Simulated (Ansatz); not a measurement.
TiO2:

```xyz
6
Lattice="2.7060 -2.7067 0.0000 2.7060 2.7067 0.0000 -2.6335 0.0000 4.7966" Properties=species:S:1:pos:R:3 pbc="T T T"
Ti    0.7309   -1.9807    3.5975
Ti    2.0477    1.9807    1.1992
O     0.6963    0.6563    0.8018
O     2.0823   -0.6563    3.9949
O     3.3990    0.6563    1.5966
O    -0.6205   -0.6563    3.2001
```

The cell is a database's computed one.

```yaml
Program: Ansatz 0.2.0
Task: relaxation of cell and atoms
Functional: RPBE
Potentials_or_basis: Ansatz PAW
Cutoff: "420 eV (not typed: the program's choice for these potentials)"
k_mesh: 8 × 8 × 6
Occupations: fermi-dirac, width 0.05 eV
Spin: no spin polarisation
```

At the start: volume 11.71 Å³/atom.

Problem. Where does the relaxation end?

Solution. It ends after 9 steps and the volume is 11.94 Å³/atom (+2.0 %); space group I4_1/amd (No. 141, to 0.05 Å).

The path:
| step | energy change (eV) | largest force (eV/Å) | volume (Å³) |
| --- | --- | --- | --- |
| 1 | 0.0000 | 0.0655 | 70.26 |
| 2 | -0.0114 | 0.0371 | 71.16 |
| 3 | -0.0130 | 0.0353 | 71.64 |
| 4 | -0.0138 | 0.0791 | 71.56 |
| 5 | -0.0147 | 0.0236 | 71.57 |
| 6 | -0.0150 | 0.0011 | 71.57 |
| 7 | -0.0211 | 0.0009 | 71.57 |
| 8 | -0.0210 | 0.0008 | 71.65 |
| 9 | -0.0213 | 0.0008 | 71.65 |

Final structure:
```yaml
crystal:
  lattice:
    - [2.70381, -2.70391, -0.01998]
    - [2.70381, 2.70391, -0.01998]
    - [-2.66679, 0.00000, 4.92003]
  atoms:
    - { symbol: Ti, position: [0.87494, 0.12506, 0.75000] }
    - { symbol: Ti, position: [0.12506, 0.87494, 0.25000] }
    - { symbol: O, position: [0.08077, 0.33074, 0.16151] }
    - { symbol: O, position: [0.91923, 0.66926, 0.83849] }
    - { symbol: O, position: [0.66926, 0.91923, 0.33849] }
    - { symbol: O, position: [0.33074, 0.08077, 0.66151] }
```

Caveat: the plane-wave basis is chosen anew once the cell has moved, so the energies of steps on either side of that aren't comparable; the pressure holds a Pulay correction of +0.6 GPa for the finite cutoff; the PAW data sets come from PBE, with cores solved anew for the run's functional, which leaves a small shift of forces and pressure.
